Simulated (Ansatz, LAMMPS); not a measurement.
# Structural relaxation of InP with crystalline order left by the classical run (60 atoms), part 3 of 3

How does InP with crystalline order left by the classical run (60 atoms) relax, and what do bonds, charges and levels look like afterwards?

Ansatz 0.2.0; Kohn-Sham DFT, PBE, PAW (set soft_2), plane waves.

The cell: 30 In and 30 P. The quench rate of 50 K/ps far exceeds what a furnace or splat quench reaches. The starting topology of bonds comes from the classical model. Only the Γ point is sampled, in a cell whose shortest periodic width is 12 Å.

So far. Step 4 (Relaxation): The relaxation changed the energy by -80.8 meV/atom, and atoms moved by 0.49 Å r.m.s., 1.3 Å at most.

**6. Single point at the relaxed geometry**

One more single point at the end of the walk gives the fuller output and checks the residual forces.

Input file input.yaml:

```yaml
crystal:
  lattice:
    - [11.6766, 0.0, 0.0]
    - [0.0, 11.6766, 0.0]
    - [0.0, 0.0, 11.6766]
  atoms:
    - { symbol: In, position: [0.20091, 0.01489, 0.68497] }
    - { symbol: In, position: [0.55755, 0.45727, 0.06954] }
    - { symbol: In, position: [0.62639, 0.74541, 0.30111] }
    - { symbol: In, position: [0.84873, 0.72093, 0.56083] }
    - { symbol: In, position: [0.89308, 0.97995, 0.4701] }
    - { symbol: In, position: [0.5826, 0.22636, 0.84236] }
    - { symbol: In, position: [0.10103, 0.48994, 0.53617] }
    - { symbol: In, position: [0.00074, 0.23018, 0.32281] }
    - { symbol: In, position: [0.70008, 0.4953, 0.7073] }
    - { symbol: In, position: [0.34498, 0.72731, 0.06043] }
    - { symbol: In, position: [0.36595, 0.5405, 0.78985] }
    - { symbol: In, position: [0.46473, 0.97716, 0.91817] }
    - { symbol: In, position: [0.96258, 0.25809, 0.69238] }
    - { symbol: In, position: [0.33775, 0.01117, 0.35963] }
    - { symbol: In, position: [0.45426, 0.47037, 0.44842] }
    - { symbol: In, position: [0.70011, 0.71885, 0.94613] }
    - { symbol: In, position: [0.53251, 0.81679, 0.64135] }
    - { symbol: In, position: [0.80834, 0.48438, 0.33883] }
    - { symbol: In, position: [0.75238, 0.01829, 0.15715] }
    - { symbol: In, position: [0.22607, 0.26248, 0.91812] }
    - { symbol: In, position: [0.46649, 0.19887, 0.19784] }
    - { symbol: In, position: [0.19375, 0.45732, 0.1921] }
    - { symbol: In, position: [0.87327, 0.33051, 0.00795] }
    - { symbol: In, position: [0.3012, 0.21535, 0.59205] }
    - { symbol: In, position: [0.03628, 0.63845, 0.85515] }
    - { symbol: In, position: [0.83189, 0.97226, 0.81375] }
    - { symbol: In, position: [0.08796, 0.98278, 0.03675] }
    - { symbol: In, position: [0.97919, 0.73486, 0.20742] }
    - { symbol: In, position: [0.21056, 0.74275, 0.49655] }
    - { symbol: In, position: [0.64444, 0.15218, 0.53323] }
    - { symbol: P, position: [0.01342, 0.80107, 0.41439] }
    - { symbol: P, position: [0.16211, 0.09779, 0.2256] }
    - { symbol: P, position: [0.63587, 0.24836, 0.05931] }
    - { symbol: P, position: [0.87389, 0.50708, 0.54346] }
    - { symbol: P, position: [0.44094, 0.8491, 0.2257] }
    - { symbol: P, position: [0.85522, 0.75161, 0.78547] }
    - { symbol: P, position: [0.77632, 0.7938, 0.14467] }
    - { symbol: P, position: [0.60167, 0.52421, 0.28375] }
    - { symbol: P, position: [0.61815, 0.0115, 0.72953] }
    - { symbol: P, position: [0.80054, 0.13231, 0.34805] }
    - { symbol: P, position: [0.34542, 0.51134, 0.02619] }
    - { symbol: P, position: [0.52605, 0.99336, 0.13684] }
    - { symbol: P, position: [0.04012, 0.38049, 0.86643] }
    - { symbol: P, position: [0.09922, 0.27939, 0.51568] }
    - { symbol: P, position: [0.24977, 0.04047, 0.89612] }
    - { symbol: P, position: [0.11924, 0.7579, 0.03899] }
    - { symbol: P, position: [0.46136, 0.22919, 0.42682] }
    - { symbol: P, position: [0.98075, 0.03817, 0.66551] }
    - { symbol: P, position: [0.69115, 0.85305, 0.48377] }
    - { symbol: P, position: [0.2544, 0.24437, 0.14578] }
    - { symbol: P, position: [0.4863, 0.76211, 0.88113] }
    - { symbol: P, position: [0.72602, 0.50224, 0.93286] }
    - { symbol: P, position: [0.18316, 0.62502, 0.69186] }
    - { symbol: P, position: [0.89137, 0.08661, 0.99847] }
    - { symbol: P, position: [0.3872, 0.31903, 0.77326] }
    - { symbol: P, position: [0.25437, 0.55641, 0.38178] }
    - { symbol: P, position: [0.96514, 0.41474, 0.19836] }
    - { symbol: P, position: [0.33934, 0.90228, 0.5561] }
    - { symbol: P, position: [0.73621, 0.28191, 0.68856] }
    - { symbol: P, position: [0.51616, 0.59121, 0.63058] }
kpoints:
  mp_grid: { grid: [1, 1, 1] }
hamiltonian:
  xc: pbe
scf:
  occupations: { method: gaussian, width: 0.025 }
output:
  forces: true
  stress: true
  populations: intrinsic
  dos:
    method: { smearing: { sigma: 0.1 } }
    de: 0.1
    projected: { site_lists: { In: [In], P: [P] } }
  eigenvalues: true
  write_density: true
  write_potential: true
  volumetric_format: npy
  elf: true
```

The run is started by

```sh
$ ansatz run input.yaml --threads 4 --pin off --max-ram 8192MiB --backend cpu --events-out ev --progress --plain --runs-dir out
```

Numbers of over 12 decimals in the logs are rounded to 6 here.

The program printed:

```text
[...]
Crystal: 60 atoms, lattice volume = 1592.023 Å³
Basis set: ecut = 420 eV, 31103 PW (Γ), exchange–correlation on 160×160×160 points (8 copies of the dense FFT grid, shifted against one another)
Bands: 330, of which v1, the nominal top of the filled ones, is band 270 counted from 1 (269 counted from 0)
Symmetry: 1 space group operations
[...]
k-points: 1
[...]
SCF iter   1: F=—  HF=-190606.050502 eV  |F-HF|=—  |Δ(HF+E_count)|=         —  Δρ=2.88e-3  dr2=3.80e-1  ethr=1.77e-3  ⟨swp⟩=7.0  Hψ=1452  notcnv=0  defer=40
[...]
SCF iter  10: F=-190605.955599 eV  HF=-190605.955599 eV  |F-HF|=3.41e-9  |Δ(HF+E_count)|=   1.54e-7  Δρ=1.09e-6  dr2=6.26e-8  ethr=1.85e-11  ⟨swp⟩=21.0  Hψ=2937  notcnv=0
SCF 1 converged in 10 iterations: F = -190605.955599 eV  dr2 = 6.26e-8
[...]
SCF converged after 10 iterations
Free energy (F): -190605.955599 eV
[...]
Internal energy: -190605.955599 eV  (E = F + TS)
E sigma→0 (E₀):  -190605.955599 eV
Fermi energy:    7.040917 eV
[...]
--- Forces (eV/Å), atoms counted from 1 ---
  atom   1  In    -0.01127556    -0.02099983    -0.01905346
  atom   2  In    -0.00869003     0.00313128    -0.00206924
  atom   3  In     0.00068886    -0.01261580    -0.02077671
  atom   4  In     0.01382475    -0.00575626     0.02053883
  atom   5  In     0.02605433    -0.01613403    -0.00397160
  atom   6  In     0.00979907    -0.02891056     0.00748523
  atom   7  In     0.00254435    -0.01326414    -0.01297188
  atom   8  In     0.00427783    -0.00166905    -0.00349006
  atom   9  In    -0.00134892    -0.01322850     0.01337154
  atom  10  In    -0.01067817    -0.01960465     0.00833520
  atom  11  In    -0.00837378    -0.00976459     0.01437973
  atom  12  In     0.00378030     0.03150384     0.00497387
  atom  13  In    -0.00878745     0.00632739    -0.01293679
  atom  14  In    -0.01030832    -0.00364315    -0.00390430
[...]
atom  59  P     -0.00785695     0.00910616     0.01132668
  atom  60  P     -0.00349085    -0.01352480    -0.02329751
  max |Σ_I F_I| component: 2.22e-5 eV/Å
--- Stress (GPa, compression-positive) ---
       -1.720785       1.000805      -0.274375
        1.000805       1.421670      -1.135246
       -0.274375      -1.135246      -1.225364
  P = ⅓ Tr σ = -0.5082 GPa (-5.082 kbar)
--- Band table (eV) ---
[...]
--- intrinsic populations: 60 sites ---
  site symbol       q [e]
     0     In     12.8173
     1     In     12.7541
     2     In     12.7501
[...]
59      P      5.2523
  spilling = -0.000000 (of n_electrons = 540.000000)
```

Run time: 21 s. Hardware: 4 threads of Arm Neoverse V2, shared host; peak memory 1.8 GiB; 82 s of CPU time.

Read from the output:

- free energy: -190605.9556 eV
- free energy per atom: -3176.7659 eV/atom
- SCF cycles: 10
- pressure: -0.5082 GPa
- r.m.s. force component: 0.01205 eV/Å
- longest force: 0.03923 eV/Å
- Fermi energy: 7.041 eV
- gap (highest filled to lowest empty level): 0.3953 eV

Intrinsic-atomic-orbital charges by element and coordination:

```
element  coordination  atoms  mean charge (e)  spread   least     most
     In           all     30            0.261  0.0357   0.144    0.348
     In             3      2            0.321  0.0266   0.294    0.348
     In             4     24            0.254  0.0338   0.144    0.306
     In             5      4            0.270  0.0139   0.251    0.290
      P           all     30           -0.261  0.0593  -0.324  -0.0979
      P             4     26           -0.259  0.0627  -0.324  -0.0979
      P             5      4           -0.274   0.025  -0.301   -0.245
```

States in the cell by windows of 1 eV, zero at the Fermi level; the larger projections on atomic orbitals stand beside the total:

```
from (eV)  to (eV)  total   P p  In p  In s   P s
      -14      -13    0.0   0.0   0.0   0.0   0.0
      -13      -12    3.7   0.3   0.5   0.4   2.3
      -12      -11    3.9   0.1   0.6   1.0   2.1
      -11      -10   32.5   0.8   7.9   4.2  18.5
      -10       -9   16.6   0.3   3.6   0.9  11.1
       -9       -8    3.4   0.3   0.5   0.2   2.3
       -8       -7    0.0   0.0   0.0   0.0   0.0
       -7       -6   11.6   5.0   0.9   5.0   0.5
       -6       -5   31.7  13.8   2.7  13.0   1.9
       -5       -4   15.9   7.6   2.5   4.0   1.6
       -4       -3   28.9  17.6   8.9   1.4   0.7
       -3       -2   39.3  26.6   9.9   1.4   0.9
       -2       -1   42.3  31.0   7.8   1.6   1.2
       -1        0   10.3   7.1   1.9   0.7   0.4
        0        1   19.6   5.8   6.1   5.1   1.9
        1        2   28.2   8.5   8.6   6.9   2.4
        2        3   35.5  10.5  13.7   5.3   2.5
```

Between -16 and -14 eV lie 300 more states.

The levels nearest the highest filled one (over half full), pooled over k-points and spins:

```
level less the highest filled one (eV)  occupation
                                -0.844           2
                                -0.710           2
                                -0.575           2
                                -0.511           2
                                -0.374           2
                                     0           2
                                 0.395           0
                                 0.563           0
                                 0.699           0
                                 0.748           0
                                 0.839           0
                                 0.891           0
```

Electrostatic potential energy in the ac plane at fractional y = 0.735, with atoms of In and P within 0.2 Å of it. With pseudopotentials it is smooth inside the atoms' cores, unlike the true potential.

Ten even steps from '0' (-37 eV) to '9' (11 eV), each cell a mean:
```
998657899876788888997300047999999
999999999999986324787200037999999
888999999999983000588632468889999
878899999999985102799888887535788
888999999999998778999999984000489
999999999999999999999999984000489
999999999999999998899999998545899
999999999999999887789999999888999
999999999999999876678999987556899
999998878999999987789999973001589
999985223789999999999999862000379
999861000489999999999999974212689
888862000489999999999999998767898
557886435799999999999999999999986
568999888999999999876678999999987
889999999999999998621136899999998
789999999999999998400015899999887
258999999999999998620026899998631
026999999999999999875578888997300
037999999998999999999998755787300
468889999865578999999998633688753
886435898410037999999999766899988
972000687300016899999988889999999
983001688521147999998643578999999
```
Columns run along a (11.7 Å; values clipped at the 3rd and 97th percentile), rows up along c (11.7 Å). Atoms in or near the plane, at fractional coordinates: In at (0.63, 0.30), In at (0.85, 0.56), In at (0.34, 0.06), In at (0.70, 0.95), In at (0.98, 0.21), In at (0.21, 0.50), P at (0.86, 0.79).

Valence density in the ac plane at fractional y = 0.735, with atoms of In and P within 0.2 Å of it. It is the smooth field of the valence electrons, not physical close to the nuclei.

Ten steps, logarithmic in the rise over the least value, from '0' (0 e/Å³) to '9' (10 e/Å³), each cell a mean:
```
123443211123333332223689852100000
122221100011234444333689853110001
222110000000134334433466543222211
222110000000124444322122233444322
221100000000012333211001234423432
111111110000001122110000134433432
000111111000000112210000123444321
000012221000001223321000012333210
000012221100001234431100113444210
000012332110001123321101136887421
100124665311000111111111247998521
221237998521000000001112235776422
333236898521000000001112222333223
433224554210000000011221111111233
433211221100000000123332100001123
332100000000000001368763100000123
321100000000000112489974210001233
642100000000011112368863211112467
963100000000111111234433332223689
863210000011222111111123344333589
543322111245432100000123444332345
234443322578863100000112333321112
234334433589973100000122332210001
134434332467753211112355532100000
```
Columns run along a (11.7 Å), rows up along c (11.7 Å). Atoms in or near the plane, at fractional coordinates: In at (0.63, 0.30), In at (0.85, 0.56), In at (0.34, 0.06), In at (0.70, 0.95), In at (0.98, 0.21), In at (0.21, 0.50), P at (0.86, 0.79).

Mean intrinsic-atomic-orbital charges: In +0.26, P -0.26 e. Charges this small depend on the projection, at times even in sign.

A closer look about In26, picked at random: 13 atoms, nearest first, numbered in the order of the input, with positions taken from that point.

```
atom      x      y      z  distance (Å)  bonds  intrinsic-atomic-orbital charge (e)
In26   0.00   0.00   0.00          0.00      4                                 0.24
 P48   1.74   0.77  -1.73          2.57      4                                -0.27
 P36   0.27  -2.58  -0.33          2.61      4                                -0.31
 P54   0.69   1.34   2.16          2.63      4                                -0.27
 P39  -2.50   0.46  -0.98          2.72      5                                -0.25
In16  -1.54  -2.96   1.55          3.68      4                                 0.26
In13   1.53   3.34  -1.42          3.93      4                                 0.28
In27   2.99   0.12   2.60          3.97      4                                 0.25
 P59  -1.12   3.62  -1.46          4.06      4                                -0.26
 In5   0.71   0.09  -4.01          4.08      4                                 0.27
In19  -0.93   0.54   4.01          4.15      5                                 0.25
 In4   0.20  -2.93  -2.95          4.17      4                                 0.28
 In6  -2.91   2.97   0.33          4.17      4                                 0.25
```

The column of bonds counts only the pairs In-In within 2.90 Å, In-P within 3.31 Å, P-P within 2.91 Å; other neighbours, such as metal atoms beside each other in a compound, aren't counted, and periodic images can show an atom twice.

**7. Outcome**

```yaml
energy_change_in_the_relaxation: -80.76 meV/atom
r_m_s_displacement: 0.489 Å
largest_displacement: 1.309 Å
free_energy_per_atom: -3176.7659 eV/atom
pressure: -0.5082 GPa
r_m_s_force_component: 0.01205 eV/Å
spacing_of_highest_filled_and_lowest_empty_level: 0.3953 eV
wall_time_of_the_3_dft_runs: 5.1 min
```

In words: Relaxation lowers the energy by 80.8 meV/atom and moves atoms by 0.49 Å r.m.s.; the r.m.s. force component goes from 0.23 to 0.012 eV/Å, the pressure goes from 0.46 to -0.51 GPa. By the final cutoffs 6 of 112 bonded pairs parted and 17 joined. From the first step to the last the energy fell by 4.846 eV, and the largest move was 1.31 Å (P35). Judged within 0.08 Å, the space group went from Cc to P1. The In-P bonds go from 2.601 Å (spread 0.048) to 2.662 Å (spread 0.119), and their number from 112 to 120. Counting bonds as in the table, 80 % of In atoms have 4 and 87 % of P atoms have 4 bonded neighbours. Between filled and empty levels lie 0.395 eV (at Γ alone); a semilocal functional tends to put such gaps too low. In a disordered cell it changes from sample to sample, and tail or defect levels can set it.

What to keep in mind: The network of bonds at the start is that of the classical potential that made the cell; in DFT 6 of its 112 bonded pairs passed out of the cutoffs and 17 came within them. The stress is far from hydrostatic: its diagonal is -1.7, 1.4, -1.2 GPa, compression counted positive.

[Logs are printed without paths, hosts, clocks, repeated set-up lines and the standing remarks that a program may print on its own settings, such as how far it seeks lower states.]

[Hosts, paths, dates, database ids (printed as entryN), source tags and the programs' standing remarks are cut or masked in the printed files.]
